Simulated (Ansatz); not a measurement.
**Ge: a trial structure relaxed**

The task: take a trial cell of Ge to zero force and stress.

Computed with Ansatz 0.2.0 (DFT PBE, scalar-relativistic, plane waves, PAW, unless a step's input says otherwise).

## Step 1: Starting point

The structure is orthorhombic, space group Cmmm (No. 65). Conventional cell: a = 5.160 Å, b = 11.005 Å, c = 3.667 Å, α = 90.00°, β = 90.00°, γ = 90.00°. Ge (site symmetry m) has 4 Ge at 2.19 to 2.42 Å as nearest neighbours. Ge (site symmetry 2/m) has 6 Ge at 2.40 to 2.58 Å as nearest neighbours.

As a file:

```cif
data_structure
_symmetry_space_group_name_H-M 'P 1'
_symmetry_Int_Tables_number 1
_cell_length_a 6.0775
_cell_length_b 6.0775
_cell_length_c 3.6671
_cell_angle_alpha 90.000
_cell_angle_beta 90.000
_cell_angle_gamma 129.759
_cell_volume 104.13
loop_
_atom_site_label
_atom_site_type_symbol
_atom_site_fract_x
_atom_site_fract_y
_atom_site_fract_z
_atom_site_occupancy
Ge1 Ge 0.10192 0.32163 0.50000 1
Ge2 Ge 0.89808 0.67837 0.50000 1
Ge3 Ge 0.32163 0.10192 0.50000 1
Ge4 Ge 0.67837 0.89808 0.50000 1
Ge5 Ge 0.00000 0.50000 0.00000 1
Ge6 Ge 0.50000 0.00000 0.00000 1
```

A structure generator made this guess: 4-, 6-connected net of one element (Cmmm, No. 65). Lengths come from tabulated atomic sizes and are only a guess.

## Step 2: The guess as it stands, on a coarse mesh

File input.yaml:

```yaml
crystal:
  lattice:
    - [2.58005337, -5.50271867, 0.0]
    - [2.58005337, 5.50271867, 0.0]
    - [0.0, 0.0, 3.66709397]
  atoms:
    - { symbol: Ge, position: [0.10192005, 0.32163382, 0.5] }
    - { symbol: Ge, position: [0.89807995, 0.67836618, 0.5] }
    - { symbol: Ge, position: [0.32163382, 0.10192005, 0.5] }
    - { symbol: Ge, position: [0.67836618, 0.89807995, 0.5] }
    - { symbol: Ge, position: [0.0, 0.5, 0.0] }
    - { symbol: Ge, position: [0.5, 0.0, 0.0] }
basis:
  ecutwfc: 420
kpoints:
  mp_grid: { grid: [4, 4, 6] }
hamiltonian:
  xc: pbe
scf:
  occupations: { method: gaussian, width: 0.1 }
  lower_state_search: "off"
output:
  forces: true
  stress: true
  eigenvalues: true
```

The run is started by

```
$ ansatz run input.yaml --threads 1 --pin off --max-ram 2560MiB --backend cpu --events-out ev --progress --plain --runs-dir out
```

The session goes on with these runs: coarse relaxation; relaxation on the finer mesh.

Before running it: what results should come out? Wanted: conventional cell; volume; energy over the standard state; gap on the mesh.

**Answer**, as computed:

| quantity | value |
| --- | --- |
| symmetry at the end (tolerance 0.05 Å) | space group Pmmm (No. 47) |
| conventional cell | a = 2.734 Å, b = 4.121 Å, c = 5.919 Å, α = 90.00°, β = 90.00°, γ = 90.00° |
| volume | 22.24 Å³/atom |
| energy over the standard state | +0.30 eV/atom |
| gap on the mesh | none (metal) |

In words: The symmetry goes from space group Cmmm (No. 65) to space group Pmmm (No. 47), and the volume per atom grows by 28.1 % from the first guess. It lies above the element's standard state, so it is metastable at best. No finished test with a distortion of lower symmetry is shown, so the end may be a saddle point.
